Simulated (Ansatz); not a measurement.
**Doping InP for thermoelectric use — Ansatz, plane waves and PAW**

Space group F-43m (No. 216), 2 atoms in the cell of the first input below: a = 4.144 Å, b = 4.144 Å, c = 4.144 Å, α = 60.00°, β = 60.00°, γ = 60.00°.

The structure is a measured one, not always of the ambient phase, taken without relaxation (pressure 1.7 GPa with this functional, without spin–orbit coupling). Functional: r2SCAN.

Spin–orbit coupling is left out. Kohn–Sham gap between the band edges found on a fine mesh: 1.17 eV.

Levels at points 0.012 Å⁻¹ about the band edges give the masses:

```yaml
crystal:
  lattice:
    - [0.0, 2.9305005221, 2.9305005221]
    - [2.9305005221, 0.0, 2.9305005221]
    - [2.9305005221, 2.9305005221, 0.0]
  atoms:
    - { symbol: In, position: [0.0, 0.0, 0.0] }
    - { symbol: P, position: [0.75, 0.75, 0.75] }
basis:
  ecutwfc: 500
  ecutrho_ratio: 4
kpoints:
  mp_grid: { grid: [10, 10, 10] }
hamiltonian:
  xc: r2scan
scf:
  occupations: { method: gaussian, width: 0.05 }
output:
  forces: true
  stress: true
  eigenvalues: true
  eigenstates:
    kpoints:
      - [0.0, 0.0, 0.0]
      - [0.0, 0.005596844, 0.005596844]
      - [0.0, -0.005596844, -0.005596844]
      - [0.005596844, 0.0, 0.005596844]
      - [-0.005596844, 0.0, -0.005596844]
      - [0.005596844, 0.005596844, 0.0]
      - [-0.005596844, -0.005596844, 0.0]
      - [0.003957566, 0.003957566, 0.007915132]
      - [-0.003957566, -0.003957566, -0.007915132]
      - [0.003957566, 0.007915132, 0.003957566]
      - [-0.003957566, -0.007915132, -0.003957566]
      - [0.007915132, 0.003957566, 0.003957566]
      - [-0.007915132, -0.003957566, -0.003957566]
      - [0.006462678, 0.006462678, 0.006462678]
      - [-0.006462678, -0.006462678, -0.006462678]
      - [0.0, 0.0, 0.0]
      - [0.0, 0.005596844, 0.005596844]
      - [0.0, -0.005596844, -0.005596844]
      - [0.005596844, 0.0, 0.005596844]
      - [-0.005596844, 0.0, -0.005596844]
      - [0.005596844, 0.005596844, 0.0]
      - [-0.005596844, -0.005596844, 0.0]
      - [0.003957566, 0.003957566, 0.007915132]
      - [-0.003957566, -0.003957566, -0.007915132]
      - [0.003957566, 0.007915132, 0.003957566]
      - [-0.003957566, -0.007915132, -0.003957566]
      - [0.007915132, 0.003957566, 0.003957566]
      - [-0.007915132, -0.003957566, -0.003957566]
      - [0.006462678, 0.006462678, 0.006462678]
      - [-0.006462678, -0.006462678, -0.006462678]
    de_dk: true
    e_range: [-1.183673129959, 1.181324177961]
```

```bash
ansatz run input.yaml --threads 4 --pin off --max-ram 9216MiB --backend cpu --events-out ev --progress --plain --runs-dir out
```

Time: 8.8 s on 4 threads of Intel(R) Xeon(R) Processor @ 2.50GHz (Skylake/Cascade Lake), with other jobs on the host, peak memory 0.54 GiB.

Edges at k = (0.000, 0.000, 0.000) and (0.000, 0.000, 0.000); masses in electron masses along fixed Cartesian directions (which need not be the axes of a valley), negative for hole-like bands, for at most the three nearest levels of the same spin at these k-points, within 0.3 eV:

```
      edge  band  from the edge (meV)  degeneracy       x       y       z     111
   valence     1                    0           3  -0.425  -0.425  -0.425  -0.953
   valence     2                    0           3  -0.425  -0.425  -0.425  -0.953
   valence     3                    0           3  -0.081  -0.081  -0.081  -0.067
conduction     1                    0           1   0.082   0.082   0.082   0.082
```

These curvatures agree with the slopes at the same points. They hold at the edge alone, and further out the bands need not be parabolic. Degenerate bands can be warped: each is named by its order in energy along a direction and has no mass tensor of its own.

The states of the whole zone with their velocity products:

```yaml
crystal:
  lattice:
    - [0.0, 2.9305005221, 2.9305005221]
    - [2.9305005221, 0.0, 2.9305005221]
    - [2.9305005221, 2.9305005221, 0.0]
  atoms:
    - { symbol: In, position: [0.0, 0.0, 0.0] }
    - { symbol: P, position: [0.75, 0.75, 0.75] }
basis:
  ecutwfc: 500
  ecutrho_ratio: 4
kpoints:
  mp_grid: { grid: [10, 10, 10] }
hamiltonian:
  xc: r2scan
scf:
  occupations: { method: gaussian, width: 0.05 }
output:
  forces: true
  stress: true
  eigenvalues: true
  states_by_energy: { minimum_broadening: 0.025 }
```

```bash
ansatz run input.yaml --threads 4 --pin off --max-ram 9216MiB --backend cpu --events-out ev --progress --plain --runs-dir out
```

Time: 98 s on 4 threads of Intel(R) Xeon(R) Processor @ 2.50GHz (Skylake/Cascade Lake) (shared host), peak memory 0.89 GiB.

From that table, at a constant relaxation time τ with Fermi–Dirac weights and rigid bands:

```
T (K)  doping (cm⁻³)  μ − E_F (eV)  σ_xx/τ (10²⁰/Ω m s)  S_xx (μV/K)  Lorenz (10⁻⁸ V²/K²)  ħω_p,xx (eV)
  300         n 1e19         0.751               0.0245          -60                 2.29         0.347
  300         p 1e19        -0.547                0.006          343                 1.85         0.171
  300         n 1e20         1.148                0.138          -20                 2.48         0.823
  300         p 1e20        -0.625               0.0593          159                 1.99         0.539
  300         n 1e21         1.511                0.961          -42                 2.43         2.169
  300         p 1e21        -0.823                0.542           43                 2.35         1.629
  600         n 1e19         0.733               0.0232         -114                 2.10         0.337
  600         p 1e19        -0.454              0.00579          432                 1.83         0.168
  600         n 1e20         1.129                0.137          -53                 2.98         0.820
  600         p 1e20        -0.585               0.0574          239                 1.88         0.530
  600         n 1e21         1.496                0.939          -79                 2.42         2.143
  600         p 1e21        -0.814                0.535           84                 2.20         1.618
  900         n 1e19         0.701               0.0214         -163                 2.21         0.323
  900         p 1e19        -0.339               0.0056          485                 1.83         0.166
  900         n 1e20         1.089                0.134         -100                 3.60         0.811
  900         p 1e20        -0.528               0.0556          290                 1.86         0.522
  900         n 1e21         1.472                0.909         -110                 2.42         2.109
  900         p 1e21        -0.798                0.525          119                 2.09         1.603
```

Question: Which of the dopings listed at 300 K has the largest power factor S²σ/τ along x?

Answer: n 1e19: 0.089, p 1e19: 0.71, n 1e20: 0.054, p 1e20: 1.5, n 1e21: 1.7, p 1e21: 1 (10¹¹ W/m K² s), so n 1e21 cm⁻³, if τ is the same for all, though the lead is small.

Question: What conductivity mass along x follows from the plasma energy at 1e19 electrons per cm³ and 300 K, and how does it compare with the band-edge mass?

Answer: (ħω_p)² = ħ² n e²/(ε0 m) gives m = 0.115, against 0.082 at the edge: heavier. The same formula gives 0.203 at 1e20 cm⁻³, so the mass grows with filling, as the carriers reach where the band flattens or other valleys lie.

Caveats: a Lorenz number over 3 comes from carriers at unlike energies: both signs excited across the gap, or a second valley or band; melting, decomposition and changes of phase at these temperatures weren't checked; no scattering is computed, and the gap isn't corrected; no spin-orbit coupling, which matters for these elements.

At every listed temperature and doping, holes give the larger Seebeck magnitude and electrons the larger σ/τ. The conduction edge is a single, light, s-like antibonding band, while the valence edge consists of P 3p-derived bands, two of them heavy, whose larger density of states keeps the chemical potential closer to the edge.

The n-type Seebeck magnitude does not fall steadily with doping: it drops to 20 μV/K at 1e20 and recovers to 42 μV/K at 1e21. This suggests that heavier side valleys begin to fill. They probably also cause the Lorenz number of 3.60 at 900 K, since the chemical potential there lies well inside the conduction band and holes should be scarce.

The threefold valence edge is at odds with the real crystal, where spin–orbit coupling lowers a split-off band, so the Seebeck coefficient of lightly doped p-type material is probably somewhat too large. The narrow n-type lead in power factor is not a firm ranking, because the same side valleys would open intervalley scattering and shorten τ.
